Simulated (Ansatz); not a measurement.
# BAs: the cost of one run

Computed with Ansatz 0.2.0 (DFT PBEsol, scalar-relativistic, plane waves, PAW, unless a step's input says otherwise).

2 further runs of the same task are left out: 2 set aside as unsound or not needed.

## (1) The starting structure

Symmetry: F-43m, No. 216, cubic system. Conventional cell: a = 4.768 Å, b = 4.768 Å, c = 4.768 Å, α = 90.00°, β = 90.00°, γ = 90.00°. B (site symmetry -43m) has 4 As at 2.06 Å as nearest neighbours. As (site symmetry -43m) is surrounded by 4 B at 2.06 Å.

Structure file:

```
B As
1.0
     0.00000    2.38394    2.38394
     2.38394    0.00000    2.38394
     2.38394    2.38394    0.00000
B As
1 1
Cartesian
  0.0000 0.0000 0.0000
  3.5759 3.5759 3.5759
```

It is the result of an earlier relaxation at this level (volume 13.55 Å³/atom; gap on the mesh: 1.08 eV).

## (2) Relaxing at 6 GPa

What is minimised here is the enthalpy; the energy can go up as the cell is squeezed.

input.yaml reads:

```yaml
crystal:
  lattice:
    - [0.0, 2.3839379056, 2.3839379056]
    - [2.3839379056, 0.0, 2.3839379056]
    - [2.3839379056, 2.3839379056, 0.0]
  atoms:
    - { symbol: B, position: [0.0, 0.0, 0.0] }
    - { symbol: As, position: [0.75, 0.75, 0.75] }
basis:
  ecutwfc: 420
kpoints:
  mp_grid: { grid: [10, 10, 10] }
hamiltonian:
  xc: pbesol
scf:
  occupations: { method: fixed }
output:
  forces: true
  stress: true
  eigenvalues: true
relax:
  adjacent_minimum: "off"
  f_tol: 0.001
  max_steps: 60
  cell: { stress_tol: 0.02, p_target: 6.0 }
```

Command:

```
$ ansatz run input.yaml --threads 1 --pin off --max-ram 3072MiB --backend cpu --events-out ev --progress --plain --runs-dir out
```

What time and memory should one allow on 1 thread of Intel Xeon at 2.50GHz (Skylake/Cascade Lake), shared host?

About 40 s, with a peak of 0.33 GiB.
